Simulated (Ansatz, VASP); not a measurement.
**Two plane-wave programs on InSb3**

```xyz
4
Lattice="4.8064 0.0000 0.0000 0.0000 4.8064 0.0000 0.0000 0.0000 4.8064" Properties=species:S:1:pos:R:3 pbc="T T T"
In   -0.0084    0.1114   -0.1953
Sb    2.4032    0.0000    2.4032
Sb    0.0000    2.4032    2.4032
Sb    2.4032    2.4032    0.0000
```

Change from the starting cell: one atom moved.

Alike in both runs: task single point; functional PBE; k mesh 8 × 8 × 8; occupations gaussian, width 0.1 eV; no spin polarisation.

|  | VASP | Ansatz |
| --- | --- | --- |
| version | VASP 6.6.1 | Ansatz 0.2.0 |
| potentials or method | VASP PAW PBE potentials, release 64 (In_d, Sb) | scalar-relativistic, plane waves, PAW |
| plane-wave cutoff (eV) | 520 | 420 |
| valence electrons in the cell | 28 | 58 |

|  | VASP | Ansatz | Ansatz less VASP |
| --- | --- | --- | --- |
| gap on the k mesh at the Fermi level (eV) | none | none | - |
| pressure (GPa) | 0.4 | 0.5 | +0.09 |
| largest component of the traceless stress (GPa) | 0.16 | 0.16 | -0.002 |
| rms of the force components (eV/Å) | 0.152 | 0.152 | -0.0002 |

Atom by atom the forces differ by 0.000 eV/Å (rms over components). A gap of «none» marks a metal or a gap that the smearing closes. The two sets of potentials don't hold the same shells in valence.

The runs have no spin-orbit coupling, so splittings on Sb are missing.
